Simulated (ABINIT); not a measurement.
Input of an ABINIT 10.8.3 (patched build) run:

Contents of run.abi:

```
# Pseudopotentials
pp_dirpath "./"
pseudos "Zn.GGA_PBE-JTH.xml"

# Structure
acell 3*1.0 Angstrom
rprim
     0.0039870000     2.0045680000     1.9670160000
     1.9566530000    -0.0043170000     1.9753200000
     1.9274130000     1.9836310000     0.0249230000
ntypat 1
znucl 30
natom 1
typat 1
xred
    -0.0277730000     0.0115580000     0.0100190000
chkprim 0
chksymtnons 0
tolsym 1.0e-6

# Plane-wave basis
ecut 22.0
pawecutdg 44.0

# k points
kptopt 1
ngkpt 12 12 12
nshiftk 1
shiftk 0.0 0.0 0.0

# Exchange and correlation
ixc 11

# Bands and occupations
nband 10
occopt 3
tsmear 0.00183747

# SCF cycle
nstep 100
tolvrs 1.0e-9

# Output
iomode 3
prtwf 0
prtden 0
prteig 0
prtebands 0
```

Potentials or basis: JTH PAW PBE v2.0.

Run with:

```sh
$ abinit run.abi > log 2>&1
```

Predict the pressure.

-0.4 GPa.

Predict the band gap on the k mesh.

none (metal or under the smearing width).

Stress tensor (GPa, compression positive):
```
-0.31 -0.68  0.58
-0.68 -1.01  0.48
 0.58  0.48  0.02
```
